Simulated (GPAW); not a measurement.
V in GPAW: convergence with plane-wave cutoff (eV)

V:

```
V
1.0
    -1.51435    1.51435    1.51435
     1.51435   -1.51435    1.51435
     1.51435    1.51435   -1.51435
V
1
Direct
  0.00000 0.00000 0.00000
```

* Program: GPAW 26.7.0
* Task: convergence study
* Functional: PBE
* Potentials or basis: GPAW PAW data sets (gpaw-data 1.2.1)
* Cutoff: 200 eV
* Basis: pw
* k mesh: 12 × 12 × 12
* Occupations: fermi-dirac, width 0.05 eV
* Spin: collinear spin, ferromagnetic start
* Starting moments: [2.0] μB

These are the settings of the first run; the series varies plane-wave cutoff (eV), with any setting tied to it.

Hardware: 1 thread of Arm Neoverse V2 (shared host).

**Question.** The values tried are 200, 250, 300, 350, 400, 500, 600, 800, 1000, loosest first. From which on does the pressure stay within 0.1 GPa of the tightest run that finished?

**Answer.** From 600 on.

| plane-wave cutoff (eV) | energy less the tightest run, at zero smearing (meV/atom) | pressure (GPa) | SCF cycles | CPU time (s) | peak memory (GiB) |
| --- | --- | --- | --- | --- | --- |
| 200 | 506.41 | -21.84 | 14 | 11 | 0.12 |
| 250 | 200.79 | -10.47 | 14 | 11 | 0.12 |
| 300 | 93.67 | -7.86 | 14 | 12 | 0.13 |
| 350 | 44.20 | -6.41 | 13 | 12 | 0.13 |
| 400 | 16.61 | -5.32 | 13 | 16 | 0.13 |
| 500 | 1.96 | -4.43 | 13 | 17 | 0.14 |
| 600 | 0.40 | -4.30 | 13 | 20 | 0.14 |
| 800 | 0.04 | -4.28 | 13 | 36 | 0.16 |
| 1000 | 0.00 | -4.28 | 13 | 33 | 0.18 |

Against the tightest run, the energy stays within 1 meV/atom from 600 on. The tightest run that finished is the yardstick and may itself not be fully converged.
